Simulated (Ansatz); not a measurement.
## Relaxing ZnSe in the rocksalt type

First guess:

```xyz
2
Lattice="0.0000 2.4940 2.4940 2.4940 0.0000 2.4940 2.4940 2.4940 0.0000" Properties=species:S:1:pos:R:3 pbc="T T T"
Zn    0.0000    0.0000    0.0000
Se    2.4940    2.4940    2.4940
```

Method: DFT, PBE, PAW with Ansatz's default frozen-core files, scalar-relativistic in Ansatz 0.2.0.

Cell and atoms relax within the symmetry of the start on a 13×13×13 k mesh with 0.08 eV Fermi–Dirac smearing.

The start is built from a prototype, known or not as a phase of this compound; the cutoff is 420 eV.

What is the pressure of the first guess?

25.7 GPa.

What does it relax to?

a = 5.367 Å, b = 5.367 Å, c = 5.367 Å, α = 90.00°, β = 90.00°, γ = 90.00° (conventional cell), 19.33 Å³ per atom:
```cif
data_structure
_symmetry_space_group_name_H-M 'Fm-3m'
_symmetry_Int_Tables_number 225
_cell_length_a 5.3672
_cell_length_b 5.3672
_cell_length_c 5.3672
_cell_angle_alpha 90.000
_cell_angle_beta 90.000
_cell_angle_gamma 90.000
_cell_volume 154.62
loop_
_atom_site_label
_atom_site_type_symbol
_atom_site_symmetry_multiplicity
_atom_site_Wyckoff_symbol
_atom_site_fract_x
_atom_site_fract_y
_atom_site_fract_z
_atom_site_occupancy
Zn1 Zn 4 a 0.00000 0.00000 0.00000 1
Se1 Se 4 b 0.50000 0.00000 0.00000 1
```

How much energy does the relaxation release?

250 meV/atom.
